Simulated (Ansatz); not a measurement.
System: rock-salt LiI. Method: PBE0 in Ansatz (PAW).

Settings: plane-wave cutoff 460 eV, 8×8×8 k mesh, Fermi–Dirac smearing 0.01 eV, scalar-relativistic PAW data made under PBE.

Pressure at four volumes; x = ln(V/26.721 Å³). One pressure is withheld.

```csv
V (Å³/atom),x,P (GPa)
25.428,-0.0496,?
26.097,-0.0236,0.560
26.721,0.0000,0.034
28.105,0.0505,-0.919
```

Problem. Pass a parabola P(x) through the three rows shown, estimate the bulk modulus and its pressure derivative near zero pressure, and predict the withheld pressure.

Solution. Slopes between the rows: (0.034 − (0.560))/(0.0000 − (-0.0236)) = -22.29 and (-0.919 − (0.034))/(0.0505 − (0.0000)) = -18.87 GPa. Their difference over the span 0.0741 is c = 3.42/0.0741 = 46.2 GPa, so P(x) = 0.560 + (-22.29)(x − (-0.0236)) + 46.2 (x − (-0.0236))(x − (0.0000)). At the middle row B = −dP/dx = −[-22.29 + 46.2 × 0.0236] = 21.2 GPa, and B′ = dB/dP = 2c/B = 4.4. At x = -0.0496 the parabola gives 1.199 GPa; the run gives 1.206 GPa. The Birch–Murnaghan fit to the energies at all volumes has B0 = 21.0 GPa and B′ = 4.6.

Measured, for comparison: bulk modulus 24 GPa (0 K, extrapolated to 0 K; as tabulated in Doll and Stoll (1998), arXiv:cond-mat/9801031). Computed (rounded) less measured: bulk modulus -12 %.

Spin–orbit coupling is not included.

Ansatz is a quantum-chemistry and plane-wave program.
